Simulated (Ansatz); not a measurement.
Runs of Ansatz 0.2.0 on Ge. Symmetry: Cmmm, No. 65, orthorhombic system. The conventional cell has a = 2.794 Å, b = 5.201 Å, c = 2.698 Å, α = 90.00°, β = 90.00°, γ = 90.00°. Ge (site symmetry mmm) is surrounded by 8 Ge at 2.70 to 2.95 Å. This isn't the form of Ge at room conditions, which is diamond.

```tsv
task	level	spin	cell	k mesh	points for each segment of the path	gap on the mesh (eV)	pressure (GPa)	relaxed volume (Å³/atom)
relaxation of cell and atoms	HSEsol	off	relaxed	6 × 6 × 5	-	none	0.0	(b)
relaxation of cell and atoms	PBE0	off	relaxed	6 × 6 × 5	-	none	0.0	19.18
relaxation of cell and atoms	HSE06	off	relaxed	6 × 6 × 5	-	none	0.0	(a)
band structure	HSE06	off	as given	6 × 6 × 5	4	none	-0.8	-
relaxation of cell and atoms	HSE03	off	relaxed	6 × 6 × 5	-	none	0.0	19.32
band structure	HSEsol	off	as given	6 × 6 × 5	4	none	-2.9	-
single point	PBE0	SOC, no magnetisation	as given	5 × 5 × 4	-	none	0.4	-
relaxation of cell and atoms	PBEsol0	off	relaxed	6 × 6 × 5	-	none	0.0	18.63
```

Alike in all rows: potentials or basis Ansatz PAW; cutoff (eV) 420; smearing fermi-dirac 0.05 eV; the mesh is coarse, so values aren't converged.

Problem. Fill in the values left out.

Solution. (a) 19.23; (b) 18.70.

Caveats: all runs use coarse meshes; the PAW data sets come from PBE, with cores solved anew for the run's functional, which leaves a small shift of forces and pressure; the plane-wave basis is chosen anew once the cell has moved, so the energies of steps on either side of that aren't comparable (some runs); the thresholds are loose for stress (some runs).

A k mesh can miss the band edges, and rows without SOC leave out spin-orbit coupling on Ge.

A gap of «none» marks a metal or a gap under the smearing width.
